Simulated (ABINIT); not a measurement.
**InAs: single point with PBE**

**Experimental background.**

A printed reference work, data compilation reports, for a bulk crystal of InAs at 4.2 K: band gap 0.418 eV (direct).

InAs:

```
CELL_PARAMETERS angstrom
0.00000 3.01800 3.01800
3.01800 0.00000 3.01800
3.01800 3.01800 0.00000
ATOMIC_POSITIONS crystal
In 0.00000 0.00000 0.00000
As 0.75000 0.75000 0.75000
```

```json
{"Program": "ABINIT 10.8.3 (patched build)", "Task": "single point", "Functional": "PBE", "Potentials or basis": "JTH PAW PBE v2.0", "Cutoff": "463 eV", "k mesh": "6 × 6 × 6", "Occupations": "fermi-dirac, width 0.05 eV", "Spin": "no spin polarisation"}
```

| Item | Value |
| --- | --- |
| Band gap on the k mesh | none (metal or under the smearing width) |
| Valence electrons inside the program's atomic spheres | In 11.23; As 12.70 |

Levels at points of the mesh, in eV from the Fermi level:
| k point | band 10 | band 11 | band 12 | band 13 | band 14 | band 15 | band 16 | band 17 | band 18 |
| --- | --- | --- | --- | --- | --- | --- | --- | --- | --- |
| (0.00, 0.00, 0.00) | -14.31 | -11.95 | -0.23 | -0.04 | -0.04 | -0.04 | 3.87 | 3.87 | 3.87 |
| (0.50, 0.00, 0.00) | -14.30 | -10.46 | -5.84 | -1.04 | -1.04 | 0.92 | 4.64 | 4.64 | 6.82 |
| (0.50, 0.50, 0.00) | -14.29 | -9.91 | -5.91 | -2.39 | -2.39 | 1.50 | 2.03 | 9.23 | 9.26 |

It took 13 s on 1 thread of Arm Neoverse V2, on a shared host, peak memory 0.11 GiB.

Measured gap of InAs: 0.418 eV (direct; 4.2 K; a printed reference work, data compilation). This calculation gives 0.00 eV (-0.42 eV). Spin-orbit coupling on As, In is left out. The value is that of PBE on a finite k mesh, which can miss the band edges, without temperature or zero-point motion. Semilocal functionals fall short of measured gaps as a rule.

Caveat: this crystal is a semiconductor, whose small gap the functional closes, so the metal is an error of the method.
